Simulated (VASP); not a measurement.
# GaP (F-43m) in VASP: further runs

The runs below take GaP through band structure, optical spectrum, with r2SCAN.

All numbers are computed with VASP 6.6.1; they aren't measurements. Logs are shortened: lines on timing, memory, paths and dates and some standing lists are left out, and cuts for length are marked.

**What was measured.**

“Stacking defects in GaP nanowires: Electronic structure and optical properties”, 2018, arxiv:1810.01194 quotes, for a bulk crystal of GaP at 10 K: band gap 2.34 eV (indirect).

The results are compared with them further down.

## 1. The structure

Symmetry: F-43m, No. 216, cubic system. Conventional cell: a = 5.450 Å, b = 5.450 Å, c = 5.450 Å, α = 90.00°, β = 90.00°, γ = 90.00°. Around Ga (site symmetry -43m) lie 4 P at 2.36 Å. Around P (site symmetry -43m) lie 4 Ga at 2.36 Å.

## 2. Band structure, r2SCAN

INCAR

```
ALGO = Normal
EDIFF = 1E-7
ENCUT = 520
ISIF = 2
ISMEAR = 0
LASPH = T
LCHARG = F
LMIXTAU = T
LREAL = F
LWAVE = F
METAGGA = R2SCAN
NBANDS = 16
NELM = 80
PREC = Accurate
SIGMA = 0.02
```

KPOINTS

```
k-points
0
Gamma
  10 10 10
```

POSCAR

```
GaP                                     
1.0
    0.0000000000      2.7251461178      2.7251461178
    2.7251461178      0.0000000000      2.7251461178
    2.7251461178      2.7251461178      0.0000000000
  Ga              P             
     1     1
Direct
     0.0000000000000000    0.0000000000000000    0.0000000000000000
     0.2500000000000000    0.2500000000000000    0.2500000000000000
```

KPOINTS_OPT

```
path GXWKGLUWLK,UX
10
line-mode
reciprocal
 0.0000000000  0.0000000000  0.0000000000  G
 0.5000000000  0.0000000000  0.5000000000  X

 0.5000000000  0.0000000000  0.5000000000  X
 0.5000000000  0.2500000000  0.7500000000  W

 0.5000000000  0.2500000000  0.7500000000  W
 0.3750000000  0.3750000000  0.7500000000  K

 0.3750000000  0.3750000000  0.7500000000  K
 0.0000000000  0.0000000000  0.0000000000  G

 0.0000000000  0.0000000000  0.0000000000  G
 0.5000000000  0.5000000000  0.5000000000  L

 0.5000000000  0.5000000000  0.5000000000  L
 0.6250000000  0.2500000000  0.6250000000  U

 0.6250000000  0.2500000000  0.6250000000  U
 0.5000000000  0.2500000000  0.7500000000  W

 0.5000000000  0.2500000000  0.7500000000  W
 0.5000000000  0.5000000000  0.5000000000  L

 0.5000000000  0.5000000000  0.5000000000  L
 0.3750000000  0.3750000000  0.7500000000  K

 0.6250000000  0.2500000000  0.6250000000  U
 0.5000000000  0.0000000000  0.5000000000  X
```

Potentials or basis: VASP PAW PBE potentials, release 64 (Ga_d, P).

The run is started by

```
> cat potpaw_PBE.64/Ga_d/POTCAR potpaw_PBE.64/P/POTCAR > POTCAR
> mpirun -np 1 vasp_std > vasp.out
```

OUTCAR:

```text
EDIFF = 1E-7
   ENCUT = 520
   ISIF = 2
   ISMEAR = 0
   LASPH = T
   LREAL = F
   METAGGA = R2SCAN
   NELM = 80
   PREC = Accurate

 ion  position               nearest neighbor table
   1  0.000  0.000  0.000-   2 2.36   2 2.36   2 2.36   2 2.36
   2  0.250  0.250  0.250-   1 2.36   1 2.36   1 2.36   1 2.36

  LATTYP: Found a face centered cubic cell.
 ALAT       =     5.4502922356

  Lattice vectors:

 A1 = (   0.0000000000,   2.7251461178,   2.7251461178)
 A2 = (   2.7251461178,   0.0000000000,   2.7251461178)
 A3 = (   2.7251461178,   2.7251461178,   0.0000000000)

Analysis of symmetry for initial positions (statically):
=====================================================================
 Subroutine PRICEL returns:
 Original cell was already a primitive cell.

 Routine SETGRP: Setting up the symmetry group for a
 face centered cubic supercell.

 Subroutine GETGRP returns: Found 24 space group operations
 (whereof 24 operations were pure point group operations)
 out of a pool of 48 trial point group operations.

The static configuration has the point symmetry T_d .

Analysis of symmetry for dynamics (positions and initial velocities):
=====================================================================
 Subroutine PRICEL returns:
 Original cell was already a primitive cell.

 Routine SETGRP: Setting up the symmetry group for a
 face centered cubic supercell.

 Subroutine GETGRP returns: Found 24 space group operations
 (whereof 24 operations were pure point group operations)
 out of a pool of 48 trial point group operations.

The dynamic configuration has the point symmetry T_d .

 Subroutine INISYM returns: Found 24 space group operations
 (whereof 24 operations are pure point group operations),
 and found     1 'primitive' translations

----------------------------------------------------------------------------------------

                                     Primitive cell

  volume of cell :      40.4762

  direct lattice vectors                    reciprocal lattice vectors
     0.000000000  2.725146118  2.725146118    -0.183476400  0.183476400  0.183476400
     2.725146118  0.000000000  2.725146118     0.183476400 -0.183476400  0.183476400
     2.725146118  2.725146118  0.000000000     0.183476400  0.183476400 -0.183476400

  length of vectors
     3.853938599  3.853938599  3.853938599     0.317790447  0.317790447  0.317790447

[... 80 lines left out ...]
   EDIFF  = 0.1E-06   stopping-criterion for ELM
   LREAL  =      F    real-space projection
   EDIFFG = 0.1E-05   stopping-criterion for IOM
   NSW    =      0    number of steps for IOM
   IBRION =     -1    ionic relax: 0-MD 1-quasi-New 2-CG
   NFREE  =      0    steps in history (QN), initial steepest desc. (CG)
   ISIF   =      2    stress and relaxation
   ISYM   =      2    0-nonsym 1-usesym 2-fastsym
   POTIM  = 0.5000    time-step for ionic-motion
   TEBEG  =    0.0;   TEEND  =   0.0 temperature during run
   PSTRESS=    0.0 pullay stress
   NELECT =      18.0000    total number of electrons
   NUPDOWN=      -1.0000    fix difference up-down
   EMIN   =  10.00;   EMAX   =-10.00  energy-range for DOS
   EFERMI =   0.00;   METHOD = LEGACY
   ISMEAR =     0;   SIGMA  =   0.02  broadening in eV -4-tet -1-fermi 0-gaus
   EFERMI_NEDOS =   21; number of points for ismear=-14 and -15
   IALGO  =     38    algorithm
   IMIX   =      4    mixing-type and parameters
     AMIX     =   0.40;   BMIX     =  1.00
     AMIX_MAG =   1.60;   BMIX_MAG =  1.00
  volume/ion in A,a.u.               =      20.24       136.57
  Fermi-wavevector in a.u.,A,eV,Ry     =   1.249585  2.361374 21.244996  1.561463
  Thomas-Fermi vector in A             =   2.383619
   LORBIT       =      0    0 simple, 1 ext, 2 COOP (PROOUT), +10 PAW based schemes
   METAGGA = R2SCAN    functional components
   LHFCALC =     F    Hartree Fock is set to
   AEXX    =    0.0000 exact exchange contribution
   IVDW    =     0    specifies the selected vdW correction
   LEPSILON=     F    determine dielectric tensor
   LRPA    =     F    only Hartree local field effects (RPA)
 non-spin polarized calculation
 Gauss-broadening in eV      SIGMA  =   0.02
  energy-cutoff  :      520.00
  volume of cell :       40.48
 maximum number of plane-waves:      1106
 NGX is ok and might be reduce to    30
   NGX = 15   NGY = 15   NGZ = 15

 number of electron      17.9999989 magnetization

 Free energy of the ion-electron system (eV)
  ---------------------------------------------------
  ext. energy  EPLUGINS =         0.00000000
  ---------------------------------------------------
  free energy    TOTEN  =       -21.46470511 eV

  energy without entropy =      -21.46470511  energy(sigma->0) =      -21.46470511

 E-fermi :   4.5539     XC(G=0): -10.5498

 val. band max:        4.4622924893   @ k =   0.0000   0.0000   0.0000
 cond. band min:       6.3263293921   @ k =   0.4000   0.4000   0.0000
 fundamental gap:      1.8640369028
 Fermi energy:         4.5538877001

 k-point     1 :       0.0000    0.0000    0.0000
  band No.  band energies     occupation
      1     -10.5259      2.00000
      2     -10.5259      2.00000
      3     -10.5259      2.00000
      4     -10.4121      2.00000
      5     -10.4121      2.00000
      6      -8.5601      2.00000
[... 433 lines left out ...]
      3     -10.4722      2.00000
      4     -10.4381      2.00000
      5     -10.3946      2.00000
      6      -6.4868      2.00000
[... 8 lines left out ...]
     15      16.8590      0.00000
     16      19.0158      0.00000

 [... further k-points ...]

------------------------ aborting loop because EDIFF is reached ----------------------------------------

  FORCE on cell =-STRESS in cart. coord.  units (eV):
  Direction    XX          YY          ZZ          XY          YZ          ZX
  --------------------------------------------------------------------------------------
  -------------------------------------------------------------------------------------
  Total       -0.0026626     -0.0026626     -0.0026626     -0.0000000      0.0000000     -0.0000000
  in kB       -0.1053951     -0.1053951     -0.1053951     -0.0000000      0.0000000     -0.0000000
  external PRESSURE =      -0.1053951 kB  Pullay stress =       0.0000000 kB

 VOLUME and BASIS-vectors are now :
 -----------------------------------------------------------------------------
  energy-cutoff  :      520.00
  volume of cell :       40.48
      direct lattice vectors                 reciprocal lattice vectors
     0.000000000  2.725146118  2.725146118    -0.183476400  0.183476400  0.183476400
     2.725146118  0.000000000  2.725146118     0.183476400 -0.183476400  0.183476400
     2.725146118  2.725146118  0.000000000     0.183476400  0.183476400 -0.183476400

 POSITION                                       TOTAL-FORCE (eV/Angst)
 -----------------------------------------------------------------------------------
      0.00000      0.00000      0.00000        -0.000000     -0.000000     -0.000000
      1.36257      1.36257      1.36257         0.000000      0.000000      0.000000
 -----------------------------------------------------------------------------------
    total drift:                                0.000010      0.000010      0.000010

  FREE ENERGIE OF THE ION-ELECTRON SYSTEM (eV)
  ---------------------------------------------------
  free  energy   TOTEN  =       -21.4647051138 eV

  energy  without entropy=      -21.4647051138  energy(sigma->0) =      -21.46470511
```

stdout:

```text
POSCAR found type information on POSCAR GaP
 POSCAR found :  2 types and       2 ions
 scaLAPACK will be used
 -----------------------------------------------------------------------------
|                                                                             |
|                                                                             |
|     You enforced a specific xc type in the INCAR file but a different       |
|     I HOPE YOU KNOW WHAT YOU ARE DOING!                                     |
|                                                                             |
 -----------------------------------------------------------------------------

 LDA part: xc-table for (None), standard interpolation
 POSCAR, INCAR and KPOINTS ok, starting setup
 FFT: planning ... GRIDC
 FFT: planning ... GRID_SOFT
 FFT: planning ... GRID
 WAVECAR not read
 entering main loop
 Start KPOINTS_OPT (optional k-point list driver)
k-point batch [1-47\100]
k-point batch [48-94\100]
k-point batch [95-100\100]
```

It took 7.7 min on 1 thread of Intel Xeon Platinum 8259CL at 2.50GHz (Skylake/Cascade Lake), shared host; peak memory 0.18 GiB.

What came out:

| Quantity | Value |
| --- | --- |
| Free energy | -21.4647 eV |
| Pressure | 0.0 GPa |
| Band gap on the k mesh | 1.86 eV, indirect (least direct gap 2.35 eV) |
| Band gap along the path | 1.86 eV, indirect (least direct gap 2.35 eV) |

Levels at the corners of the path, in eV from the valence-band top:
| point | band 7 | band 8 | band 9 | band 10 | band 11 | band 12 |
| --- | --- | --- | --- | --- | --- | --- |
| Γ | 0.00 | 0.00 | 0.00 | 2.35 | 4.19 | 4.19 |
| X | -6.96 | -2.80 | -2.80 | 1.91 | 2.10 | 11.35 |
| X | -6.96 | -2.80 | -2.80 | 1.91 | 2.10 | 11.35 |
| W | -6.74 | -3.71 | -3.54 | 5.04 | 5.31 | 6.57 |
| W | -6.74 | -3.71 | -3.54 | 5.04 | 5.31 | 6.57 |
| K | -6.74 | -4.07 | -2.35 | 2.48 | 5.19 | 8.79 |
| K | -6.74 | -4.07 | -2.35 | 2.48 | 5.19 | 8.79 |
| Γ | 0.00 | 0.00 | 0.00 | 2.35 | 4.19 | 4.19 |
| Γ | 0.00 | 0.00 | 0.00 | 2.35 | 4.19 | 4.19 |
| L | -6.85 | -1.17 | -1.17 | 2.04 | 5.06 | 5.06 |
| L | -6.85 | -1.17 | -1.17 | 2.04 | 5.06 | 5.06 |
| U | -6.74 | -4.07 | -2.35 | 2.48 | 5.19 | 8.79 |
| U | -6.74 | -4.07 | -2.35 | 2.48 | 5.19 | 8.79 |
| W | -6.74 | -3.71 | -3.54 | 5.04 | 5.31 | 6.57 |
| W | -6.74 | -3.71 | -3.54 | 5.04 | 5.31 | 6.57 |
| L | -6.85 | -1.17 | -1.17 | 2.04 | 5.06 | 5.06 |
| L | -6.85 | -1.17 | -1.17 | 2.04 | 5.06 | 5.06 |
| K | -6.74 | -4.07 | -2.35 | 2.48 | 5.19 | 8.79 |
| U | -6.74 | -4.07 | -2.35 | 2.48 | 5.19 | 8.79 |
| X | -6.96 | -2.80 | -2.80 | 1.91 | 2.10 | 11.35 |

Caveat: the PAW data sets were made with another functional, which shifts forces and pressure a little.

## 3. Optical spectrum, r2SCAN

INCAR

```
PREC = Accurate
ENCUT = 520
EDIFF = 1E-7
ISMEAR = 0
SIGMA = 0.02
LREAL = F
LASPH = T
NELM = 80
ALGO = Normal
ISIF = 2
LWAVE = F
LCHARG = F
METAGGA = R2SCAN
LMIXTAU = T
LOPTICS = T
NBANDS = 33
NEDOS = 2000
CSHIFT = 0.1
```

KPOINTS

```
Automatic mesh
0
Gamma
  14 14 14
```

POSCAR is that of step 2.

Potentials or basis: VASP PAW PBE potentials, release 64 (Ga_d, P).

The run is started by

```
> cat potpaw_PBE.64/Ga_d/POTCAR potpaw_PBE.64/P/POTCAR > POTCAR
> mpirun -np 1 vasp_std > vasp.out
```

OUTCAR:

```text
PREC = Accurate
   ENCUT = 520
   EDIFF = 1E-7
   ISMEAR = 0
   LREAL = F
   LASPH = T
   NELM = 80
   ISIF = 2
   METAGGA = R2SCAN

 ion  position               nearest neighbor table
   1  0.000  0.000  0.000-   2 2.36   2 2.36   2 2.36   2 2.36
   2  0.250  0.250  0.250-   1 2.36   1 2.36   1 2.36   1 2.36

  LATTYP: Found a face centered cubic cell.
 ALAT       =     5.4502922356

[... 918 lines left out ...]
     2.73384    15.49175    15.49175    15.49175    -0.00000    -0.00000    -0.00000
     3.41730    15.73339    15.73339    15.73339     0.00000     0.00000    -0.00000
[... 92 lines left out ...]
    66.97912     0.92302     0.92302     0.92302     0.00000     0.00000     0.00000
    67.66258     0.92478     0.92478     0.92478     0.00000     0.00000     0.00000

  frequency dependent IMAGINARY DIELECTRIC FUNCTION (independent particle, no local field effects) current-current
     E(ev)      X         Y         Z        XY        YZ        ZX
  --------------------------------------------------------------------------------------------------------------
     0.00000    49.93194    49.93194    49.93194     0.00000     0.00000     0.00000
     0.68346     2.60986     2.60986     2.60986     0.00000     0.00000     0.00000
     1.36692     1.51154     1.51154     1.51154     0.00000     0.00000     0.00000
     2.05038     1.40695     1.40695     1.40695     0.00000     0.00000     0.00000
     2.73384     3.00799     3.00799     3.00799    -0.00000     0.00000    -0.00000
     3.41730     9.32085     9.32085     9.32085    -0.00000    -0.00000     0.00000
[... 92 lines left out ...]
    66.97912     0.00003     0.00003     0.00003     0.00000    -0.00000    -0.00000
    67.66258     0.00003     0.00003     0.00003     0.00000    -0.00000    -0.00000

  frequency dependent      REAL DIELECTRIC FUNCTION (independent particle, no local field effects) current-current
     E(ev)        X           Y           Z          XY          YZ          ZX
  --------------------------------------------------------------------------------------------------------------
     0.00000     9.51524     9.51524     9.51524    -0.00000     0.00000     0.00000
     0.68346     9.70472     9.70472     9.70472    -0.00000     0.00000     0.00000
     1.36692    10.35024    10.35024    10.35024    -0.00000     0.00000     0.00000
     2.05038    11.82698    11.82698    11.82698    -0.00000     0.00000    -0.00000
     2.73384    15.34272    15.34272    15.34272    -0.00000     0.00000    -0.00000
     3.41730    15.23237    15.23237    15.23237    -0.00000     0.00000     0.00000
[... 92 lines left out ...]
    66.97912     0.92304     0.92304     0.92304     0.00000    -0.00000    -0.00000
    67.66258     0.92479     0.92479     0.92479     0.00000    -0.00000    -0.00000
```

Run time: 15 min. Hardware: 1 thread of Intel Xeon Platinum 8259CL at 2.50GHz (Skylake/Cascade Lake), shared host; peak memory 0.33 GiB.

Results:

```yaml
Free_energy: -21.4650 eV
Pressure: 0.0 GPa
Band_gap_on_the_k_mesh: 1.85 eV, indirect (least direct gap 2.35 eV)
```

Dielectric function (mean over the directions given):
| energy (eV) | real part | imaginary part |
| --- | --- | --- |
| 0.27 | 9.56 | 0.02 |
| 0.89 | 9.86 | 0.08 |
| 1.57 | 10.70 | 0.18 |
| 2.26 | 12.66 | 0.63 |
| 2.94 | 16.58 | 2.50 |
| 3.62 | 15.17 | 9.56 |
| 4.31 | 14.61 | 17.07 |
| 4.99 | -0.08 | 20.50 |
| 5.67 | -6.68 | 10.26 |
| 6.36 | -4.89 | 8.74 |
| 7.04 | -7.82 | 5.81 |
| 7.72 | -3.83 | 4.27 |
| 8.41 | -3.32 | 2.91 |
| 9.09 | -2.35 | 2.33 |
| 9.77 | -2.38 | 1.65 |
| 10.39 | -1.97 | 1.64 |
| 11.07 | -1.58 | 1.04 |
| 11.76 | -1.37 | 0.83 |
| 12.44 | -1.04 | 0.61 |
| 13.12 | -0.89 | 0.50 |
| 13.81 | -0.70 | 0.49 |
| 14.49 | -0.51 | 0.36 |
| 15.17 | -0.33 | 0.33 |
| 15.86 | -0.24 | 0.24 |
| 16.54 | -0.08 | 0.21 |
| 17.22 | 0.06 | 0.23 |
| 17.91 | 0.18 | 0.28 |
| 18.59 | 0.16 | 0.20 |
| 19.27 | 0.28 | 0.20 |
| 19.96 | 0.23 | 0.24 |

Caveat: independent-particle spectra lack excitons; the PAW data sets were made with another functional, which shifts forces and pressure a little.

## 4. How close it comes

Step 2. Against the measured gap of GaP, 2.34 eV (indirect; 10 K; quoted in “Stacking defects in GaP nanowires: Electronic structure and optical properties”, 2018, arxiv:1810.01194), the calculated 1.86 eV is off by -0.48 eV. Spin-orbit coupling on Ga is left out. The value is that of r2SCAN, without temperature or zero-point motion.

Step 3. Against the measured gap of GaP, 2.34 eV (indirect; 10 K; quoted in “Stacking defects in GaP nanowires: Electronic structure and optical properties”, 2018, arxiv:1810.01194), the calculated 1.85 eV is off by -0.49 eV. Spin-orbit coupling on Ga is left out. The value is that of r2SCAN on a finite k mesh, which can miss the band edges, without temperature or zero-point motion.
